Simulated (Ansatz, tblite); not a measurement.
# GeS with GFN1-xTB from a Python script

These are simulated results from tblite 0.8.0, not measurements. The cell began as a measured structure and was relaxed with r2SCAN+rVV10 in plane waves (Ansatz 0.2.0). All runs are without spin polarisation.

Space group Pnma (No. 62), orthorhombic; conventional cell a = 10.608 Å, b = 3.608 Å, c = 4.422 Å, 21.16 Å³ an atom. Ge has 3 S at 2.42–2.44 Å; S has 3 Ge at 2.42–2.44 Å.

tblite solves periodic systems at the zone centre alone, so the script builds a cluster of 1×3×2 conventional cells (48 atoms), which folds in a coarse mesh of k points.

Input script:

```python
import json
from ase import Atoms
from ase.build import make_supercell
from ase.units import Bohr, GPa, Hartree
from tblite.interface import Calculator

atoms = Atoms(['Ge', 'Ge', 'Ge', 'Ge', 'S', 'S', 'S', 'S'],
              cell=[[10.607806, 0.0, 0.0], [0.0, 3.608103, 0.0], [0.0, 0.0, 4.422335]],
              scaled_positions=[[0.125079, 0.25, 0.128228], [0.374921, 0.75, 0.628228], [0.625079, 0.25, 0.371772], [0.874921, 0.75, 0.871772], [0.847228, 0.25, 0.511873], [0.652772, 0.75, 0.011873], [0.347228, 0.25, 0.988127], [0.152772, 0.75, 0.488127]],
              pbc=True)
cluster = make_supercell(atoms, [[1, 0, 0], [0, 3, 0], [0, 0, 2]])
calc = Calculator('GFN1-xTB', cluster.numbers, cluster.positions / Bohr, lattice=cluster.cell[:] / Bohr, periodic=cluster.pbc)
calc.set('temperature', 0.02 / Hartree)
calc.set('max-iter', 150)
res = calc.singlepoint()
levels = res.get('orbital-energies') * Hartree
nv = round(res.get('orbital-occupations').sum() / 2)
cells = len(cluster) // len(atoms)
out = {'energy_per_cell': res.get('energy') * Hartree / cells, 'homo': levels[nv - 1], 'lumo': levels[nv],
       'stress': (-res.get('virial') * Hartree / cluster.get_volume() / GPa).tolist(), 'charges': res.get('charges')[:len(atoms)].tolist(), 'electrons': 2 * nv / cells}
json.dump(out, open('results.json', 'w'))
for key, value in out.items():
    print(key, value)
```

Command: `python run.py`. It took 7.5 s on 1 thread of Intel(R) Xeon(R) Platinum 8259CL CPU @ 2.50GHz (Skylake/Cascade Lake) (shared host), peak memory 0.12 GiB.

What it printed:

```
------------------------------------------------------------
  cycle        total energy    energy error   density error
------------------------------------------------------------
      1     -127.2553937582  -1.2697102E+02   4.4830392E-01
      2     -118.4462082259   8.8091855E+00   7.9300510E-01
      3     -130.4584508831  -1.2012243E+01   1.3220348E-01
      4     -130.6264725462  -1.6802166E-01   3.4382643E-02
      5     -130.6156348770   1.0837669E-02   2.7686700E-02
      6     -130.6289332169  -1.3298340E-02   3.2567357E-03
      7     -130.6297222662  -7.8904925E-04   5.1648258E-04
      8     -130.6297236709  -1.4047545E-06   4.7127982E-04
      9     -130.6297255918  -1.9208528E-06   4.2233625E-04
     10     -130.6297281934  -2.6016152E-06   8.1677321E-05
     11     -130.6297283168  -1.2340308E-07   4.7409932E-05
     12     -130.6297283528  -3.6035942E-08   8.7004843E-06
------------------------------------------------------------

 total:                                   6.772 sec
energy_per_cell -592.4359940778785
homo -10.321016217928383
lumo -8.920735721286167
stress [[-4.907574874763738, 2.3846272220031504e-06, 3.92961523388204e-05], [2.384627221995969e-06, -5.628906873611086, 1.3588972204265405e-06], [3.929615233884042e-05, 1.358897220405662e-06, -3.7388525685045124]]
charges [0.1540002882877017, 0.1539511050531759, 0.15399186614246516, 0.1539605398201453, -0.1539731764637071, -0.15396116333462956, -0.15396141782498865, -0.15397202780308178]
electrons 40.0
```

The cycle table is in hartree for the whole cluster, and the lines after it are in eV (the energy for one cell). The printed stress is in GPa and positive in compression, and the pressure is its mean diagonal.

GFN1-xTB gives a gap of 1.40 eV. On the same cell, plane-wave PBE (Ansatz, 4×8×6 k points and the special points) gives a gap of 1.10 eV and r2SCAN a gap of 1.30 eV; on shared hosts these took about 32 and 73 core-seconds on the 8-atom cell, against 7.5 for the script. Semilocal gaps usually lie below measured ones. xTB was fitted to molecules, so gaps, charges and pressures of solids can be far off, and the gap also depends on the size of the cluster.

The same script was run on cells scaled at fixed shape and fractional coordinates:

| volume (Å³/atom) | energy (meV/atom) | pressure (GPa, positive in compression) | gap (eV) |
| --- | --- | --- | --- |
| 18.62 | 3.6 | 6.13 | 1.33 |
| 19.89 | -18.7 | 0.00 | 1.37 |
| 21.16 | 0.0 | -4.76 | 1.40 |
| 22.43 | 55.9 | -9.13 | 1.40 |
| 23.70 | 140.6 | -11.99 | 1.38 |

A Birch-Murnaghan fit puts the minimum at 19.90 Å³/atom, 5.9 % below the given cell, with a bulk modulus of 83.1 GPa at fixed shape.

xTB was fitted mostly to molecules, and a small cluster samples few k points, so gaps, pressures and kinks along a curve can be far from a solid's.

Spin-orbit coupling is left out.
